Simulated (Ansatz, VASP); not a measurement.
MnO in VASP and in Ansatz

Contents of INCAR:

```
SYSTEM = MnO
PREC     = Accurate       ! precision mode
ENCUT    = 600            ! plane-wave cutoff, eV
EDIFF    = 1E-6           ! SCF threshold, eV
ISMEAR   = -1             ! smearing method
SIGMA    = 0.05           ! smearing width, eV
LREAL    = .FALSE.        ! projectors in reciprocal space
LASPH    = .TRUE.         ! aspherical terms in the spheres
NELM     = 150            ! most SCF steps
ALGO     = Normal         ! electronic algorithm
ISIF     = 3              ! what is computed and relaxed
LWAVE    = .FALSE.        ! write WAVECAR
LCHARG   = .FALSE.        ! write CHGCAR
ISPIN    = 2              ! spin polarisation
MAGMOM   = 4 0            ! initial moments
LORBIT   = 11             ! projections on sites
LMAXMIX  = 4              ! l up to which the mixer works
GGA      = B5             ! functional
ALDAX    = 1.0          
AGGAX    = 1.0          
AGGAC    = 1.0          
ALDAC    = 0.0          
IBRION   = 2              ! ionic algorithm
NSW      = 80             ! ionic steps
EDIFFG   = -0.005         ! ionic threshold
```

KPOINTS

```
Automatic mesh
0
G
  10 10 10
  0 0 0
```

File POSCAR:

```
MnO
1.0
    0.0000000000      2.2239077028      2.2239077028
    2.2239077028      0.0000000000      2.2239077028
    2.2239077028      2.2239077028      0.0000000000
Mn O
1 1
Direct
    0.0000000000      0.0000000000      0.0000000000
    0.5000000000      0.5000000000      0.5000000000
```

The input input.yaml:

```yaml
crystal:
  lattice:
    - [0.0, 2.2239077028, 2.2239077028]
    - [2.2239077028, 0.0, 2.2239077028]
    - [2.2239077028, 2.2239077028, 0.0]
  atoms:
    - { symbol: Mn, position: [0.0, 0.0, 0.0], spin: 4.0 }
    - { symbol: O, position: [0.5, 0.5, 0.5] }
kpoints:
  mp_grid: { grid: [10, 10, 10] }
scf:
  occupations: { method: fermi_dirac, width: 0.05 }
hamiltonian:
  xc: blyp
  pseudopotentials: { kind: all_electron, lapw: { basis_error: 0.001 } }
magnetization:
  spin_polarized: true
output:
  forces: true
  stress: true
relax:
  f_tol: 0.005
  max_steps: 60
  cell: {}
```

The cell is a database's computed one.

Alike in both runs: task relaxation of cell and atoms; functional BLYP; k mesh 10 × 10 × 10; occupations fermi-dirac, width 0.05 eV; collinear spin.

```csv
,VASP,Ansatz
version,VASP 6.6.1,Ansatz 0.2.0
potentials or method,"VASP PAW PBE potentials, release 64 (Mn_pv, O)","all-electron LAPW, scalar-relativistic"
plane-wave cutoff (eV),600,see its input
```

Ansatz gave:

| Quantity | Value |
| --- | --- |
| net moment per atom (μB) | 2.40 |
| size of the moment on the site where the two differ most (μB) | 4.32 |
| relaxed volume (Å³/atom) | 11.38 |
| relaxed cell length with the largest relative difference (Å) | 3.181 |
| energy change over the relaxation (meV/atom) | -5 |

Q: What did VASP give for the same quantities?

A: net moment per atom (μB): 2.40; size of the moment on the site where the two differ most (μB): 4.34; relaxed volume (Å³/atom): 11.39; relaxed cell length with the largest relative difference (Å): 3.182; energy change over the relaxation (meV/atom): -5.

Site moments also hang on the region over which each program counts them. Ansatz ran all-electron here, so the differences hold the error of VASP's frozen core and of both bases.

Caveats: a cell with one magnetic atom can't hold antiferromagnetic order, which such compounds often take; the PAW data sets were made with another functional, which shifts forces and pressure a little (VASP).
